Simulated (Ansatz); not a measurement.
# GaAs (F-43m) in Ansatz: single point with PBE

Aim: the single point of GaAs with PBE.

Program: Ansatz 0.2.0. These are calculated values, not measurements. Logs are shortened: lines on timing, memory, paths and dates and some standing lists are left out, and cuts for length are marked.

**Measured values to compare with.**

“Evidence of valence band perturbations in GaAsN/GaAs(001): A combined variable-angle spectroscopic ellipsometry and modulated photoreflectance investigation”, 2008, arxiv:0805.2212 reports, for a bulk crystal of GaAs at 300 K: band gap 1.412 ± 0.01 eV (direct).

The runs below are set against these values where they give the same quantity.

### Step 1. Starting point

The structure is cubic, space group F-43m (No. 216). The conventional cell has a = 5.654 Å, b = 5.654 Å, c = 5.654 Å, α = 90.00°, β = 90.00°, γ = 90.00°. As (site symmetry -43m) is surrounded by 4 Ga at 2.45 Å. Ga (site symmetry -43m) has 4 As at 2.45 Å as nearest neighbours.

### Step 2. Single point, PBE

The input, input.yaml:

```yaml
crystal:
  lattice:
    - [0.0, 2.82685, 2.82685]
    - [2.82685, 0.0, 2.82685]
    - [2.82685, 2.82685, 0.0]
  atoms:
    - { symbol: As, position: [0.75, 0.75, 0.75] }
    - { symbol: Ga, position: [0.0, 0.0, 0.0] }
hamiltonian:
  xc: pbe
  pseudopotentials: { kind: paw }
kpoints:
  mp_grid: { grid: [8, 8, 8] }
scf:
  occupations: { method: fermi_dirac, width: 0.05 }
basis:
  ecutwfc: "600 eV"
output:
  forces: true
  stress: true
  eigenvalues: true
  write_density: true
  write_potential: true
  elf: true
  volumetric_format: npy
```

Potentials or basis: Ansatz PAW.

The run is started by

```console
$ ansatz run input.yaml --threads 2 --pin off --max-ram 5120MiB --backend cpu --events-out ev --progress --plain --runs-dir out
```

Standard output:

```text
Warning: RAYON_NUM_THREADS=2 ignored (pool sized by the plan → 2); use --threads N
Engine: ansatz 0.2.0, x86_64-unknown-linux-gnu
Pseudopotentials: kind: paw
Pseudopotential: As, paw, valence charge 15, recommended cutoff 420 eV (normal), As.paw.azcp
Pseudopotential: Ga, paw, valence charge 13, recommended cutoff 420 eV (normal), Ga.paw.azcp
Functional definition: PBE
  parameter kappa = 0.804
  parameter beta = 0.06672455060314922
  exchange = pbe_x(kappa = kappa, mu = beta*pi^2/3)
  correlation = pbe_c(beta = beta)
Crystal: 2 atoms, lattice volume = 45.179 Å³
Basis set: ecut = 600 eV, 1459 PW (Γ), exchange–correlation on 64×64×64 points (8 copies of the dense FFT grid, shifted against one another)
Bands: 18, of which v1, the nominal top of the filled ones, is band 14 counted from 1 (13 counted from 0)
Symmetry: 24 space group operations
Space group: F-43m (ITA 216), of the structure as read, at distance tolerance 3.6e-5 Å
k-points: 29 of 512 (time reversal used)
Non-local potential: As, projectors of the file, l = 0: 2, l = 1: 2, l = 2: 3, l = 3: 1
Non-local potential: Ga, projectors of the file, l = 0: 2, l = 1: 2, l = 2: 3, l = 3: 1
PAW form: soft (Blöchl's): semilocal exchange-correlation on the pseudo side does not see the compensation charge
PAW one-centre angular grid: As, 590 points (default); XC on 64 Gauss nodes
PAW one-centre angular grid: Ga, 590 points (default); XC on 64 Gauss nodes
Initial density: superposition of atomic densities (neutral atoms: chi_scale 0, normalization atom), corrected by the library's trained network
Initial wavefunctions: pseudopotential atomic-orbital guess
Functional: x = pbe(κ = 0.804, μ = 0.2195149727645171), c = pbe(β = 0.06672455060314922)
SCF iter   1: F=—  HF=-8639.837446 eV  |F-HF|=—  |Δ(HF+E_count)|=         —  Δρ=1.83e-3  dr2=2.42e-3  ethr=1.77e-3  ⟨swp⟩=5.9  Hψ=2556  notcnv=0
preconditioner: auto → none  [insulator: Δε(μ)=0.507 eV  Ē_g=15.490 eV  σ=0.050 eV  W_gap=0.99  n_scr=14 (ndim 8)  ℏωp=23.4 eV  f_vac=0.089  D(μ)=0.00/eV (n_scr^D=0)  ε∞_Penn≈3.3]
SCF iter   2: F=—  HF=-8639.836412 eV  |F-HF|=—  |Δ(HF+E_count)|=   1.03e-3  Δρ=6.58e-4  dr2=2.29e-4  ethr=8.65e-6  ⟨swp⟩=2.0  Hψ=1072  notcnv=0
SCF iter   3: F=—  HF=-8639.836362 eV  |F-HF|=—  |Δ(HF+E_count)|=   5.06e-5  Δρ=3.17e-4  dr2=4.30e-5  ethr=8.19e-7  ⟨swp⟩=2.0  Hψ=783  notcnv=0
SCF iter   4: F=—  HF=-8639.836371 eV  |F-HF|=—  |Δ(HF+E_count)|=   9.24e-6  Δρ=1.08e-4  dr2=4.32e-6  ethr=1.54e-7  ⟨swp⟩=2.0  Hψ=783  notcnv=0
SCF iter   5: F=—  HF=-8639.836377 eV  |F-HF|=—  |Δ(HF+E_count)|=   6.37e-6  Δρ=2.34e-5  dr2=1.13e-7  ethr=1.54e-8  ⟨swp⟩=2.0  Hψ=784  notcnv=0
SCF iter   6: F=-8639.836377 eV  HF=-8639.836377 eV  |F-HF|=1.48e-8  |Δ(HF+E_count)|=   3.95e-8  Δρ=6.39e-6  dr2=1.36e-8  ethr=3.57e-10  ⟨swp⟩=8.8  Hψ=3894  notcnv=0
SCF 1 converged in 6 iterations: F = -8639.836377 eV  dr2 = 1.36e-8
SCF converged after 6 iterations
Free energy (F): -8639.836377 eV
Harris-Foulkes:  -8639.836377 eV  (|F-HF|=1.48e-8)
Internal energy: -8639.836352 eV  (E = F + TS)
E sigma→0 (E₀):  -8639.836365 eV
Entropy (-TS):   -0.000025 eV (-0.013 meV/atom)
Fermi energy:    8.470633 eV
--- Per-component energies (eV) ---
  E_band       = -312.030641
  E_kinetic    = 219.386823
  E_local      = -3915.795517  (includes V_loc(G=0)·N_el)
  E_nonlocal   = -245.344100
  E_hartree    = 1973.747830
  E_xc         = -148.476970
  E_vxc        = -137.504291  (∫ρ·V_xc dr)
  E_paw        = -3824.626629  (= ΣΔE_a)
  E_vpaw       = -180.267508  (= ΣTr[D̂ρ^β])
  E_aug_tail   = -0.000003  (compensation charges beyond the density's cutoff)
  E_ewald      = -2698.727786
  E_smearing   = -0.000025  (= −TS)
  E_closure    = -0.000000  (closes the sum)
  Σ components = -8639.836377   (vs F -8639.836377, Δ=0.00e0)
--- Forces (eV/Å), atoms counted from 1 ---
  atom   1  As     0.00000000     0.00000000     0.00000000
  atom   2  Ga    -0.00000000     0.00000000     0.00000000
  max |Σ_I F_I| component: 2.71e-16 eV/Å
--- Stress (GPa, compression-positive) ---
        3.272349      -0.000000       0.000000
       -0.000000       3.272349       0.000000
       -0.000000       0.000000       3.272349
  P = ⅓ Tr σ = 3.2723 GPa (32.723 kbar)
--- Band table (eV; the first three rows and the last of 29) ---
  k-point 0: bands = ["-26.9546", "-26.9546", "-26.9546", "-26.9449", "-26.9449", "-6.6028", "-6.6028", "-6.6028", "-6.5239", "-6.5239", "-4.5439", "8.1834", "8.1834", "8.1834", "8.6996", "11.9227", "11.9227", "11.9227"]
  k-point 1: bands = ["-26.9546", "-26.9545", "-26.9545", "-26.9448", "-26.9448", "-6.6166", "-6.5992", "-6.5992", "-6.5241", "-6.5241", "-4.3612", "6.2220", "7.9478", "7.9478", "9.7756", "12.2701", "12.2701", "12.3824"]
  k-point 2: bands = ["-26.9545", "-26.9542", "-26.9542", "-26.9448", "-26.9448", "-6.6467", "-6.5915", "-6.5915", "-6.5237", "-6.5237", "-3.8513", "4.0488", "7.5064", "7.5064", "9.6367", "12.7879", "12.7879", "14.1402"]
  k-point 28: bands = ["-26.9543", "-26.9539", "-26.9528", "-26.9450", "-26.9443", "-6.7030", "-6.5711", "-6.5584", "-6.5346", "-6.5203", "-1.9861", "1.5602", "4.6527", "4.8459", "12.8068", "12.9070", "13.5989", "14.2326"]
```

It took 0.79 s on 2 threads of AMD EPYC 9R45 (Zen 5), shared host; peak memory 0.42 GiB.

What came out:

| Quantity | Value |
| --- | --- |
| Free energy | -8639.8364 eV |
| Pressure | 3.3 GPa |
| Band gap on the k mesh | 0.52 eV, direct |

### Step 3. Comparison with measurements

Step 2. Against the measured gap of GaAs, 1.412 eV (direct; 300 K; “Evidence of valence band perturbations in GaAsN/GaAs(001): A combined variable-angle spectroscopic ellipsometry and modulated photoreflectance investigation”, 2008, arxiv:0805.2212), the calculated 0.52 eV is off by -0.90 eV. 3 values of this kind are on record (1.412 to 1.51 eV); this one was drawn at random among those near their median, those with a stated uncertainty first. Spin-orbit coupling on As, Ga is left out. The value is that of PBE on a finite k mesh, which can miss the band edges, without temperature or zero-point motion. Semilocal functionals fall short of measured gaps as a rule.
